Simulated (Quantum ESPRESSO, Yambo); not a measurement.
An input for Yambo 5.3.0 (Sb (buckled honeycomb monolayer)):

```
HF_and_locXC
gw0
dyson
cohsex
em1s
rim_cut
rim_w
RandQpts= 3000000
RandGvec= 100 RL
CUTGeo= "slab z"
RandGvecW= 9 RL
EXXRLvcs= 88 Ry
VXCRLvcs= 352 Ry
Chimod= "HARTREE"
% BndsRnXs
 1 | 209 |
%
NGsBlkXs= 10.5 Ry
% LongDrXs
 1 | 1 | 0 |
%
% GbndRnge
 1 | 209 |
%
DysSolver= "n"
ExtendOut
% QPkrange
 1 | 1 | 22 | 25 |
 3 | 3 | 22 | 25 |
%
```

```sh
OMP_NUM_THREADS=1 mpirun -n 4 yambo -F gw4.in -J gw4 -C gw4 > gw4.log
```

The stored states that it reads are on a 6×6×1 mesh. The cell holds 2 atoms: 2 Sb. Cell: a = 4.127 Å, b = 4.127 Å, c = 14.000 Å, α = 90.0°, β = 90.0°, γ = 120.0°. Vacuum lies along c.

Question: Estimate wall time and host memory on 4 MPI ranks of Arm Neoverse V2, shared host.

It took 7.6 min; on shared hardware allow 3.8 min to 15 min. Peak host memory was 3.8 GiB.

The screening grows as filled bands × empty bands × pairs of k points, times the square of the screening basis for the matrix.

[Paths, hosts, dates, memory and timing lines, banners, echoed tables and standing remarks are left out of the program output.]

[Logs are printed without paths, hosts, clocks, repeated set-up lines and the standing remarks that a program may print on its own settings, such as how far it seeks lower states.]

[Runs of the session that timed out or met a known fault of the program may be left out.]

[Hosts, paths, dates, database ids (printed as entryN), source tags and the programs' standing remarks are cut or masked in the printed files.]
